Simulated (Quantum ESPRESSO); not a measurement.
# 2H-MoSe2, 3 layers, AA' stacking against a metal electrode, stepped through the charge of the slab, part 2 of 3

What law, if any, do the results for 2H-MoSe2, 3 layers, AA' stacking against a metal electrode follow against the charge of the slab?

Quantum ESPRESSO 7.5; plane-wave DFT, PBE, GBRV ultrasoft pseudopotentials.

So far. Step 2 (Variable-cell relaxation of the reference):  The last row is no step: it is a fresh SCF in the final cell with a new plane-wave basis, +1 meV from the row before.

## 3. Ground state, 0 ×10¹³ e/cm²

A run under open boundaries on these atoms gives the vacuum levels.

Level of this step: plane-wave DFT, PBE, GBRV ultrasoft pseudopotentials (Quantum ESPRESSO 7.5).

File m2.esm.in:

```
&control
  prefix = 'm2.esm'
  outdir = './out'
  pseudo_dir = './pseudo'
  calculation = 'scf'
  tprnfor = .true.
/
&system
  ibrav = 0
  nat = 9
  ntyp = 2
  ecutwfc = 40
  ecutrho = 200
  occupations = 'smearing'
  smearing = 'fd'
  degauss = 0.004
  assume_isolated = 'esm'
  esm_bc = 'bc3'
  tot_charge = 0.0
/
&electrons
  conv_thr = 1e-08
  mixing_beta = 0.4
  electron_maxstep = 120
  mixing_mode = 'plain'
/
ATOMIC_SPECIES
  Se  78.9710  se_pbe_v1.uspp.F.UPF
  Mo  95.9500  mo_pbe_v1.uspp.F.UPF
CELL_PARAMETERS angstrom
  3.28166509300000 0.00000000000000 0.00000000000000
  -1.64083254600000 2.84200533700000 0.00000000000000
  0.00000000000000 0.00000000000000 32.99319102100000
ATOMIC_POSITIONS crystal
  Se  0.333333333300 0.666666666700 -0.185093277601
  Mo  0.000000000000 0.000000000000 -0.134353600001
  Se  0.333333333300 0.666666666700 -0.083605755501
  Se  0.000000000000 0.000000000000 0.009889170299
  Mo  0.333333333300 0.666666666700 0.060618568199
  Se  0.000000000000 0.000000000000 0.111347966099
  Se  0.333333333300 0.666666666700 0.204842891899
  Mo  0.000000000000 0.000000000000 0.255590736399
  Se  0.333333333300 0.666666666700 0.306330413999
K_POINTS automatic
  24 24 1 0 0 0
```

The run is started by

```sh
OMP_NUM_THREADS=1 mpirun -n 4 pw.x -nk 4 -in m2.esm.in > m2.esm.out
```

What it wrote:

```text
[banner, memory and clock lines left out]
Program PWSCF v.7.5 starts
[citation notice left out]

[...]
Message from routine setup:
[...]
bravais-lattice index     =            0
     lattice parameter (alat)  =       6.2014  a.u.
     unit-cell volume          =    2076.5389 (a.u.)^3
     number of atoms/cell      =            9
     number of atomic types    =            2
     number of electrons       =        78.00
     number of Kohn-Sham states=           47
     kinetic-energy cutoff     =      40.0000  Ry
     charge density cutoff     =     200.0000  Ry
     scf convergence threshold =      1.0E-08
     mixing beta               =       0.4000
     number of iterations used =            8  plain     mixing
     Exchange-correlation= SLA  PW   PBE  PBE
                           (   1   4   3   4   0   0   0)

     Effective Screening Medium Method
     Boundary Conditions: Vacuum-Slab-Metal
     total charge in unit cell        =   0.0000
     grid points for fit at edges     =        4

[...]
PseudoPot. # 1 for Se read from file:
     ./pseudo/se_pbe_v1.uspp.F.UPF
     Pseudo is Ultrasoft + core correction, Zval =  6.0
     Generated by new atomic code, or converted to UPF format
     Using radial grid of  877 points,  6 beta functions with:
                l(1) =   0
                l(2) =   0
                l(3) =   1
                l(4) =   1
                l(5) =   2
                l(6) =   2
     Q(r) pseudized with  8 coefficients,  rinner =    1.300   1.300   1.300
                                                       1.300   1.300

     PseudoPot. # 2 for Mo read from file:
     ./pseudo/mo_pbe_v1.uspp.F.UPF
     Pseudo is Ultrasoft + core correction, Zval = 14.0
     Generated by new atomic code, or converted to UPF format
     Using radial grid of  889 points,  6 beta functions with:
                l(1) =   0
                l(2) =   0
                l(3) =   1
                l(4) =   1
                l(5) =   2
                l(6) =   2
     Q(r) pseudized with  6 coefficients,  rinner =    1.000   1.000   1.000
                                                       1.000   1.000

     atomic species   valence    mass     pseudopotential
     Se                6.00    78.97100     Se( 1.00)
     Mo               14.00    95.95000     Mo( 1.00)

      6 Sym. Ops. (no inversion) found

[...]
number of k points=    61  Fermi-Dirac smearing, width (Ry)=  0.0040
[...]
Dense  grid:    98765 G-vectors     FFT dimensions: (  27,  27, 288)

     Smooth grid:    71003 G-vectors     FFT dimensions: (  25,  25, 256)

     Initial potential from superposition of free atoms

     starting charge      77.9964, renormalised to      78.0000

     negative rho (up, down):  2.913E-03 0.000E+00
     Starting wfcs are   63 randomized atomic wfcs

     per-process dynamical memory:   178.9 Mb

     Self-consistent Calculation

     iteration #  1     ecut=    40.00 Ry     beta= 0.40
     Davidson diagonalization with overlap
     ethr =  1.00E-02,  avg # of iterations =  1.8

     Threshold (ethr) on eigenvalues was too large:
     Diagonalizing with lowered threshold

     Davidson diagonalization with overlap
     ethr =  3.88E-04,  avg # of iterations =  6.8

     negative rho (up, down):  2.714E-03 0.000E+00

     total energy              =    -679.88159179 Ry
     estimated scf accuracy    <       0.51140045 Ry

     iteration #  2     ecut=    40.00 Ry     beta= 0.40
[...]
negative rho (up, down):  2.651E-03 0.000E+00

[...]
total energy              =    -679.97158246 Ry
     estimated scf accuracy    <       0.60998113 Ry

     iteration #  3     ecut=    40.00 Ry     beta= 0.40
[...]
negative rho (up, down):  2.662E-03 0.000E+00

[...]
total energy              =    -680.00773133 Ry
     estimated scf accuracy    <       0.05701666 Ry

     iteration #  4     ecut=    40.00 Ry     beta= 0.40
[...]
negative rho (up, down):  2.701E-03 0.000E+00

[...]
total energy              =    -680.06769062 Ry
     estimated scf accuracy    <       0.19530369 Ry

     iteration #  5     ecut=    40.00 Ry     beta= 0.40
[...]
negative rho (up, down):  2.740E-03 0.000E+00

[...]
total energy              =    -680.05859360 Ry
     estimated scf accuracy    <       0.07371456 Ry

     iteration #  6     ecut=    40.00 Ry     beta= 0.40
[...]
negative rho (up, down):  2.777E-03 0.000E+00

[...]
total energy              =    -680.06159217 Ry
     estimated scf accuracy    <       0.01225827 Ry

[...]
iteration # 23     ecut=    40.00 Ry     beta= 0.40
[...]
negative rho (up, down):  2.990E-03 0.000E+00

[...]
total energy              =    -680.07413983 Ry
     estimated scf accuracy    <       0.00000001 Ry

     iteration # 24     ecut=    40.00 Ry     beta= 0.40
[...]
c_bands:  1 eigenvalues not converged
[...]
negative rho (up, down):  2.990E-03 0.000E+00

[...]
total energy              =    -680.07414006 Ry
     estimated scf accuracy    <       0.00000003 Ry

     iteration # 25     ecut=    40.00 Ry     beta= 0.40
[...]
negative rho (up, down):  2.989E-03 0.000E+00

[...]
total energy              =    -680.07414024 Ry
     estimated scf accuracy    <       0.00000001 Ry

     iteration # 26     ecut=    40.00 Ry     beta= 0.40
[...]
negative rho (up, down):  2.988E-03 0.000E+00

[...]
End of self-consistent calculation

          k = 0.0000 0.0000 0.0000 (  8921 PWs)   bands (ev):

   -66.1237 -66.1211 -66.1210 -40.2838 -40.2814 -40.2814 -40.0890 -40.0890
   -40.0851 -40.0851 -40.0850 -40.0850 -19.7424 -19.6222 -19.5051 -18.7733
   -18.5864 -18.4421 -11.2711 -10.8635 -10.4128  -8.0477  -7.4123  -7.4123
    -7.3970  -7.3970  -7.3943  -7.3943  -7.2751  -6.4266  -6.4266  -6.4004
    -6.4004  -6.3928  -6.3872  -6.3872  -5.8708  -5.2346  -4.9975  -2.4226
    -2.4224  -2.3902  -2.3895  -2.3542  -2.3523  -2.2207  -2.2206

          k = 0.0000 0.0481 0.0000 (  8911 PWs)   bands (ev):

   -66.1233 -66.1206 -66.1206 -40.2828 -40.2804 -40.2804 -40.0937 -40.0901
   -40.0898 -40.0897 -40.0861 -40.0861 -19.7178 -19.5978 -19.4809 -18.7585
   -18.5727 -18.4295 -11.2411 -10.8342 -10.3830  -8.0817  -7.4791  -7.4625
    -7.4590  -7.3882  -7.3723  -7.3691  -7.3394  -6.6773  -6.4694  -6.4425
    -6.4286  -6.3858  -6.3770  -6.1958  -5.8635  -5.2422  -5.0302  -2.4907
    -2.4647  -2.4398  -2.3909  -2.3543  -2.3096  -2.2533  -2.2146

[...]
the Fermi energy is    -4.5492 ev

!    total energy              =    -680.07414065 Ry
     estimated scf accuracy    <          2.9E-09 Ry
     smearing contrib. (-TS)   =      -0.00000051 Ry
     internal energy E=F+TS    =    -680.07414014 Ry

     The total energy is F=E-TS. E is the sum of the following terms:
     one-electron contribution =  -98997.91797763 Ry
     hartree contribution      =   49488.27427043 Ry
     xc contribution           =    -236.58422535 Ry
     ewald contribution        =   49066.15379241 Ry

     convergence has been achieved in  26 iterations

     negative rho (up, down):  2.988E-03 0.000E+00

     Forces acting on atoms (cartesian axes, Ry/au):

     atom    1 type  1   force =     0.00000000    0.00000000   -0.00494019
     atom    2 type  2   force =     0.00000000    0.00000000   -0.00217845
     atom    3 type  1   force =     0.00000000    0.00000000   -0.00004392
     atom    4 type  1   force =     0.00000000    0.00000000   -0.00026699
     atom    5 type  2   force =     0.00000000   -0.00000000   -0.00002221
     atom    6 type  1   force =     0.00000000    0.00000000    0.00024236
     atom    7 type  1   force =     0.00000000    0.00000000    0.00001807
     atom    8 type  2   force =     0.00000000   -0.00000000    0.00212641
     atom    9 type  1   force =     0.00000000    0.00000000    0.00493929

     Total force =     0.007629     Total SCF correction =     0.000219

[...]
```

Wall time 6.9 min (4 MPI ranks of Arm Neoverse V2, shared host); peak memory 1.1 GiB; 28 min of CPU time.

Read from the output:

* Fermi energy: -4.549 eV
* vacuum line at the lower end of the cell, over the Fermi level: 4.551 eV
* slope of the potential above: -9.31e-6 eV/Å
* vacuum line at the upper end of the cell, over the Fermi level: 4.549 eV

The potential energy, planar mean oscillates, so the rows of the table below give means over windows of 1 Å about each position, cut where the curve ends. Its maxima inside the range that stand out by 2 % of the span (Å: eV): -5.3: -5.80, -3.5: -5.66, -1.3: 3.48, 1.1: -5.74, 2.9: -5.71, 5.3: 3.48, 7.6: -5.68, 9.3: -5.75. Its minima: -6.1: -17.1, -4.5: -25.9, -2.8: -17.1, 0.3: -17.1, 1.9: -25.8, 3.7: -17.1, 6.8: -17.1, 8.5: -25.8, 10.1: -17.1.

Electrostatic potential energy of an electron; zero at the Fermi level. Table of potential energy, planar mean by z; means over each step:

| z (Å) | potential energy, planar mean (eV) |
| --- | --- |
| -16 | 4.55 |
| -15 | 4.55 |
| -14 | 4.55 |
| -13 | 4.55 |
| -12 | 4.55 |
| -11 | 4.55 |
| -10 | 4.55 |
| -9 | 4.53 |
| -8 | 4.27 |
| -7 | -0.721 |
| -6 | -13.6 |
| -5 | -13.2 |
| -4 | -15.7 |
| -3 | -12.9 |
| -2 | -2.88 |
| -1 | 2.66 |
| 0 | -10.6 |
| 1 | -9.49 |
| 2 | -21.0 |
| 3 | -9.48 |
| 4 | -10.6 |
| 5 | 2.66 |
| 6 | -2.89 |
| 7 | -12.9 |
| 8 | -15.7 |
| 9 | -13.2 |
| 10 | -13.6 |
| 11 | -0.734 |
| 12 | 4.27 |
| 13 | 4.53 |
| 14 | 4.55 |
| 15 | 4.55 |
| 16 | 4.55 |

Inside the slab this potential holds the local part of the pseudopotentials, which can be repulsive at the nuclei; only its value in the vacuum has a meaning of its own.

## 4. Self-consistent run, 1 ×10¹³ e/cm²

m3.esm.in is the input of step 3 with these lines changed:

```diff
@@ -1,3 +1,3 @@
 &control
-  prefix = 'm2.esm'
+  prefix = 'm3.esm'
   outdir = './out'
@@ -18,3 +18,3 @@
   esm_bc = 'bc3'
-  tot_charge = 0.0
+  tot_charge = 0.00955
 /
@@ -25,2 +25,3 @@
   mixing_mode = 'plain'
+  startingpot = 'file'
 /
```

The run is started by

```sh
cp -r out/m2.esm.save out/m3.esm.save
OMP_NUM_THREADS=1 mpirun -n 4 pw.x -nk 4 -in m3.esm.in > m3.esm.out
```

What it wrote:

```text
[banner, memory and clock lines left out]
Program PWSCF v.7.5 starts
[...]
Message from routine setup:
[...]
number of electrons       =        77.99
     number of Kohn-Sham states=           47
     kinetic-energy cutoff     =      40.0000  Ry
     charge density cutoff     =     200.0000  Ry
[...]
number of k points=    61  Fermi-Dirac smearing, width (Ry)=  0.0040
[...]
Dense  grid:    98765 G-vectors     FFT dimensions: (  27,  27, 288)
[...]
The initial density is read from file :
[...]
negative rho (up, down):  2.988E-03 0.000E+00
     Starting wfcs are   63 randomized atomic wfcs
[...]
negative rho (up, down):  2.988E-03 0.000E+00
[...]
estimated scf accuracy    <       0.03163015 Ry
[...]
negative rho (up, down):  3.059E-03 0.000E+00
[...]
estimated scf accuracy    <      92.77491580 Ry
[...]
negative rho (up, down):  3.010E-03 0.000E+00
[...]
estimated scf accuracy    <       0.16573678 Ry
[...]
negative rho (up, down):  2.993E-03 0.000E+00
[...]
estimated scf accuracy    <       0.00518614 Ry
[...]
negative rho (up, down):  2.989E-03 0.000E+00
[...]
estimated scf accuracy    <       0.00482756 Ry
[...]
negative rho (up, down):  2.988E-03 0.000E+00
[...]
estimated scf accuracy    <       0.00475665 Ry
[...]
negative rho (up, down):  2.995E-03 0.000E+00
[...]
estimated scf accuracy    <       0.00456206 Ry
[...]
negative rho (up, down):  2.996E-03 0.000E+00
[...]
estimated scf accuracy    <       0.00410051 Ry
[...]
negative rho (up, down):  2.997E-03 0.000E+00
[...]
estimated scf accuracy    <       0.00384375 Ry
[...]
negative rho (up, down):  2.996E-03 0.000E+00
[...]
estimated scf accuracy    <       0.00371440 Ry
[...]
negative rho (up, down):  3.040E-03 0.000E+00
[...]
estimated scf accuracy    <       0.00387188 Ry
[...]
negative rho (up, down):  3.031E-03 0.000E+00
[...]
estimated scf accuracy    <       0.00145167 Ry
[...]
negative rho (up, down):  3.025E-03 0.000E+00
[...]
estimated scf accuracy    <       0.00033802 Ry
[...]
negative rho (up, down):  3.019E-03 0.000E+00
[...]
estimated scf accuracy    <       0.00034719 Ry
[...]
negative rho (up, down):  3.016E-03 0.000E+00
[...]
estimated scf accuracy    <       0.00003516 Ry
[...]
negative rho (up, down):  3.016E-03 0.000E+00
[...]
estimated scf accuracy    <       0.00007107 Ry
[...]
negative rho (up, down):  3.016E-03 0.000E+00
[...]
estimated scf accuracy    <       0.00003659 Ry
[...]
negative rho (up, down):  3.017E-03 0.000E+00
[...]
estimated scf accuracy    <       0.00002764 Ry
[...]
negative rho (up, down):  3.016E-03 0.000E+00
[...]
estimated scf accuracy    <       0.00000714 Ry
[...]
negative rho (up, down):  3.016E-03 0.000E+00
[...]
estimated scf accuracy    <       0.00000887 Ry
[...]
negative rho (up, down):  3.015E-03 0.000E+00
[...]
estimated scf accuracy    <       0.00000739 Ry
[...]
negative rho (up, down):  3.015E-03 0.000E+00
[...]
estimated scf accuracy    <       0.00000145 Ry
[...]
negative rho (up, down):  3.015E-03 0.000E+00
[...]
estimated scf accuracy    <       0.00000019 Ry
[...]
negative rho (up, down):  3.015E-03 0.000E+00
[...]
estimated scf accuracy    <       0.00000023 Ry
[...]
negative rho (up, down):  3.015E-03 0.000E+00
[...]
estimated scf accuracy    <       0.00000015 Ry
[...]
negative rho (up, down):  3.015E-03 0.000E+00
[...]
estimated scf accuracy    <       0.00000011 Ry
[...]
negative rho (up, down):  3.015E-03 0.000E+00
[...]
estimated scf accuracy    <       0.00000002 Ry
[...]
negative rho (up, down):  3.015E-03 0.000E+00
[...]
estimated scf accuracy    <       0.00000001 Ry
[...]
negative rho (up, down):  3.015E-03 0.000E+00
[...]
estimated scf accuracy    <       0.00000002 Ry
[...]
negative rho (up, down):  3.015E-03 0.000E+00
[...]
estimated scf accuracy    <       0.00000002 Ry
[...]
negative rho (up, down):  3.015E-03 0.000E+00
[...]
the Fermi energy is    -6.0139 ev
!    total energy              =    -680.07031814 Ry
     estimated scf accuracy    <          8.0E-09 Ry
     smearing contrib. (-TS)   =      -0.00012200 Ry
     internal energy E=F+TS    =    -680.07019615 Ry
[...]
one-electron contribution =  -98991.91882651 Ry
     hartree contribution      =   49482.27341128 Ry
     xc contribution           =    -236.57857332 Ry
     ewald contribution        =   49066.15379241 Ry
     convergence has been achieved in  31 iterations
     negative rho (up, down):  3.015E-03 0.000E+00
[...]
Total force =     0.007671     Total SCF correction =     0.000450
[...]
```

Elapsed: 10 min, on 4 MPI ranks; peak memory 1.1 GiB; 40 min of CPU time.

Numbers from this step:

- Fermi energy: -6.014 eV
- vacuum line at the lower end of the cell, over the Fermi level: 4.921 eV
- slope of the potential above: 0.1855 eV/Å
- vacuum line at the upper end of the cell, over the Fermi level: 6.014 eV

Inside the slab this potential holds the local part of the pseudopotentials, which can be repulsive at the nuclei; only its value in the vacuum has a meaning of its own.

## 5. Ground state, -1.5 ×10¹³ e/cm²

m1.esm.in is the input of step 4 with these lines changed:

```diff
@@ -1,3 +1,3 @@
 &control
-  prefix = 'm3.esm'
+  prefix = 'm1.esm'
   outdir = './out'
@@ -18,3 +18,3 @@
   esm_bc = 'bc3'
-  tot_charge = 0.00955
+  tot_charge = -0.01432
 /
```

The run is started by

```sh
cp -r out/m2.esm.save out/m1.esm.save
OMP_NUM_THREADS=1 mpirun -n 4 pw.x -nk 4 -in m1.esm.in > m1.esm.out
```

What it wrote:

```text
[banner, memory and clock lines left out]
Program PWSCF v.7.5 starts
[...]
Message from routine setup:
[...]
number of electrons       =        78.01
     number of Kohn-Sham states=           47
     kinetic-energy cutoff     =      40.0000  Ry
     charge density cutoff     =     200.0000  Ry
[...]
number of k points=    61  Fermi-Dirac smearing, width (Ry)=  0.0040
[...]
Dense  grid:    98765 G-vectors     FFT dimensions: (  27,  27, 288)
[...]
The initial density is read from file :
[...]
negative rho (up, down):  2.989E-03 0.000E+00
     Starting wfcs are   63 randomized atomic wfcs
[...]
negative rho (up, down):  2.917E-03 0.000E+00
[...]
estimated scf accuracy    <       0.40743034 Ry
[...]
negative rho (up, down):  8.807E-04 0.000E+00
[...]
estimated scf accuracy    <    1421.62893234 Ry
[...]
negative rho (up, down):  8.827E-04 0.000E+00
[...]
estimated scf accuracy    <      20.61405058 Ry
[...]
negative rho (up, down):  8.386E-04 0.000E+00
[...]
estimated scf accuracy    <       1.26441773 Ry
[...]
negative rho (up, down):  9.503E-04 0.000E+00
[...]
estimated scf accuracy    <      13.87725021 Ry
[...]
negative rho (up, down):  1.159E-03 0.000E+00
[...]
estimated scf accuracy    <       0.54502551 Ry
[...]
negative rho (up, down):  1.465E-03 0.000E+00
[...]
estimated scf accuracy    <       0.08557377 Ry
[...]
negative rho (up, down):  1.508E-03 0.000E+00
[...]
estimated scf accuracy    <       0.12286864 Ry
[...]
negative rho (up, down):  1.647E-03 0.000E+00
[...]
estimated scf accuracy    <       0.09960067 Ry
[...]
negative rho (up, down):  3.120E-03 0.000E+00
[...]
estimated scf accuracy    <       0.06000495 Ry
[...]
negative rho (up, down):  3.554E-03 0.000E+00
[...]
estimated scf accuracy    <       0.02085849 Ry
[...]
negative rho (up, down):  3.326E-03 0.000E+00
[...]
estimated scf accuracy    <       0.03474304 Ry
[...]
negative rho (up, down):  2.906E-03 0.000E+00
[...]
estimated scf accuracy    <       0.01751235 Ry
[...]
negative rho (up, down):  3.083E-03 0.000E+00
[...]
estimated scf accuracy    <       0.03085488 Ry
[...]
negative rho (up, down):  3.985E-03 0.000E+00
[...]
estimated scf accuracy    <       0.02855688 Ry
[...]
negative rho (up, down):  3.531E-03 0.000E+00
[...]
estimated scf accuracy    <       0.01810113 Ry
[...]
negative rho (up, down):  3.851E-03 0.000E+00
[...]
estimated scf accuracy    <       0.02199938 Ry
[...]
negative rho (up, down):  3.599E-03 0.000E+00
[...]
estimated scf accuracy    <       0.01629638 Ry
[...]
negative rho (up, down):  4.621E-03 0.000E+00
[...]
estimated scf accuracy    <       0.02164611 Ry
[...]
negative rho (up, down):  4.209E-03 0.000E+00
[...]
estimated scf accuracy    <       0.00534701 Ry
[...]
negative rho (up, down):  3.493E-03 0.000E+00
[...]
estimated scf accuracy    <       0.00540606 Ry
[...]
negative rho (up, down):  3.254E-03 0.000E+00
[...]
estimated scf accuracy    <       0.00097427 Ry
[...]
negative rho (up, down):  3.212E-03 0.000E+00
[...]
estimated scf accuracy    <       0.00041911 Ry
[...]
negative rho (up, down):  3.070E-03 0.000E+00
[...]
estimated scf accuracy    <       0.00011037 Ry
[...]
negative rho (up, down):  2.958E-03 0.000E+00
[...]
estimated scf accuracy    <       0.00002711 Ry
[...]
negative rho (up, down):  2.932E-03 0.000E+00
[...]
estimated scf accuracy    <       0.00000418 Ry
[...]
negative rho (up, down):  2.946E-03 0.000E+00
[...]
estimated scf accuracy    <       0.00000103 Ry
[...]
negative rho (up, down):  2.951E-03 0.000E+00
[...]
estimated scf accuracy    <       0.00000169 Ry
[...]
negative rho (up, down):  2.944E-03 0.000E+00
[...]
estimated scf accuracy    <       0.00000141 Ry
[...]
negative rho (up, down):  2.939E-03 0.000E+00
[...]
estimated scf accuracy    <       0.00000021 Ry
[...]
negative rho (up, down):  2.940E-03 0.000E+00
[...]
estimated scf accuracy    <       0.00000014 Ry
[...]
negative rho (up, down):  2.942E-03 0.000E+00
[...]
estimated scf accuracy    <       0.00000007 Ry
[...]
negative rho (up, down):  2.942E-03 0.000E+00
[...]
the Fermi energy is    -2.5830 ev
!    total energy              =    -680.07774506 Ry
     estimated scf accuracy    <          4.9E-09 Ry
     smearing contrib. (-TS)   =      -0.00022740 Ry
     internal energy E=F+TS    =    -680.07751766 Ry
[...]
one-electron contribution =  -99006.77042271 Ry
     hartree contribution      =   49497.13102225 Ry
     xc contribution           =    -236.59190960 Ry
     ewald contribution        =   49066.15379241 Ry
     convergence has been achieved in  33 iterations
     negative rho (up, down):  2.942E-03 0.000E+00
[...]
Total force =     0.008003     Total SCF correction =     0.000450
[...]
```

Elapsed: 12 min, on 4 MPI ranks; peak memory 1.1 GiB; 48 min of CPU time.

Numbers from this step:

```
Fermi energy                                                   : -2.583 eV
vacuum line at the lower end of the cell, over the Fermi level : 4.193 eV
slope of the potential above                                   : -0.2781 eV/Å
vacuum line at the upper end of the cell, over the Fermi level : 2.583 eV
```

Inside the slab this potential holds the local part of the pseudopotentials, which can be repulsive at the nuclei; only its value in the vacuum has a meaning of its own.

(Part 2 of 3 ends here.)

[Logs are printed without paths, hosts, clocks, repeated set-up lines and the standing remarks that a program may print on its own settings, such as how far it seeks lower states.]

[Hosts, paths, dates, database ids (printed as entryN), source tags and the programs' standing remarks are cut or masked in the printed files.]

[Maps of the electrostatic potential energy from Ansatz leave out the sawtooth potential of an applied field or a dipole correction, so their vacuum need not be flat; planar profiles and work functions include it.]
